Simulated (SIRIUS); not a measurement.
**Ta in SIRIUS: the effect of target pressure**

Crystal: Ta.

```xyz
1
Lattice="-1.6513 1.6513 1.6513 1.6513 -1.6513 1.6513 1.6513 1.6513 -1.6513" Properties=species:S:1:pos:R:3 pbc="T T T"
Ta    0.0000    0.0000    0.0000
```

Alike in all runs:

```yaml
Program: SIRIUS 7.12.0
Task: relaxation of cell and atoms
Functional: PBE
Potentials_or_basis: PseudoDojo 0.4.1 PBE standard (scalar relativistic)
Cutoff: 807 eV
Density_cutoff: 3227 eV
k_mesh: 9 × 9 × 9
Occupations: fermi-dirac, width 0.05 eV
Spin: no spin polarisation
```

Each run relaxes the cell or the atoms first.

```tsv
target pressure	relaxed volume (Å³/atom)
0 GPa	?
5 GPa	17.85
10 GPa	17.41
20 GPa	16.70
30 GPa	16.12
```

What does the run with target pressure 0 GPa give?

Relaxed volume 18.33 Å³/atom.

Worked out: In Murnaghan's law V^(-B') rises as a straight line in P. The other rows fit best with B' = 4.7, V0 = 18.35 Å³/atom and B0 = 168 GPa, which gives 18.35 Å³/atom at 0 GPa, against the run's 18.33.
